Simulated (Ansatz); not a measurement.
**Relaxed cells of Hg: frozen-core against all-electron**

```
Hg
1.0
     4.65797    0.00000    0.00000
    -2.32899    4.03392    0.00000
     0.00000    0.00000    3.97056
Hg
3
Direct
  0.33333 0.66667 0.50000
  0.00000 0.00000 0.00000
  0.66667 0.33333 0.50000
```

Atom numbers follow the list: Hg1, Hg2, Hg3.

The conventional cell has a = 4.658 Å, b = 4.658 Å, c = 3.971 Å, α = 90.00°, β = 90.00°, γ = 120.00°. Around Hg (atom 1) lie 3 Hg at 2.69 Å. Hg (atom 2) is surrounded by 12 Hg at 3.34 Å.

The geometry is COD entry 1538509, unchecked; take it as a test cell. The listed cell was then made from it by scaling, straining or moving an atom.

No spin–orbit coupling, which matters for the heavy atoms here.

Methods: DFT, PBE, PAW with Ansatz's default frozen-core files, scalar-relativistic (Ansatz 0.2.0); DFT, PBE, all-electron LAPW, scalar-relativistic (Ansatz 0.2.0).

The cell listed is the start of the relaxation; 8×8×9 k mesh, Fermi–Dirac smearing of 0.05 eV, no spin polarisation.

(1) PAW ends at a = 5.579 Å, b = 5.579 Å, c = 3.283 Å, α = 90.00°, β = 90.00°, γ = 120.00°; 29.507 Å³/atom at -0.03 GPa; energy released 202.7 meV/atom. Where does LAPW end?

Results:

(1) a = 5.568 Å, b = 5.568 Å, c = 3.285 Å, α = 90.00°, β = 90.00°, γ = 120.00°; 29.399 Å³/atom at 0.00 GPa; energy released 202.2 meV/atom. PAW's volume differs by 0.37 %.
